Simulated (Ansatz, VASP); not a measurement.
Two plane-wave programs on Sn

INCAR

```
  PREC = Accurate
  ENCUT = 520
  EDIFF = 1E-7
  ISMEAR = 1
  SIGMA = 0.05
  LREAL = F
  LASPH = T
  NELM = 100
  ALGO = Normal
  ISIF = 2
  LWAVE = F
  LCHARG = F
  GGA = PE
  NBANDS = 21
```

KPOINTS

```
regular mesh
0
Gamma
  7 7 7
```

POSCAR

```
Sn
1.0
    0.0000000000      3.2333430000      3.2333430000
    3.2333430000      0.0000000000      3.2333430000
    3.2333430000      3.2333430000      0.0000000000
Sn
2
Direct
    0.0000000000      0.0000000000      0.0000000000
    0.2500000000      0.2500000000      0.2500000000
```

Input for Ansatz:

```yaml
crystal:
  lattice:
    - [0.0, 3.233343, 3.233343]
    - [3.233343, 0.0, 3.233343]
    - [3.233343, 3.233343, 0.0]
  atoms:
    - { symbol: Sn, position: [0.0, 0.0, 0.0] }
    - { symbol: Sn, position: [0.25, 0.25, 0.25] }
kpoints:
  mp_grid:
    grid: [7, 7, 7]
hamiltonian:
  xc: pbe
  pseudopotentials:
    kind: paw
scf:
  occupations:
    method: methfessel_paxton
    width: 0.05
output:
  forces: true
  stress: true
  eigenvalues: true
```

This isn't the form of Sn at room conditions, which is tetragonal (white tin).

Alike in both runs: task single point; functional PBE; k mesh 7 × 7 × 7; occupations methfessel-paxton of order 1, width 0.05 eV; no spin polarisation.

|  | VASP | Ansatz |
| --- | --- | --- |
| version | VASP 6.6.1 | Ansatz 0.2.0 |
| potentials or method | VASP PAW PBE potentials, release 64 (Sn_d) | plane waves, PAW |
| plane-wave cutoff (eV) | 520 | 420 |
| valence electrons in the cell | 28 | 28 |

```csv
,VASP,Ansatz,Ansatz less VASP
gap on the k mesh at the Fermi level (eV),none,none,-
pressure (GPa),3.8,3.8,+0.06
```

A gap of «none» marks a metal or a gap that the smearing closes. The functional is the same, so the differences come from potentials, cutoffs and numerics.
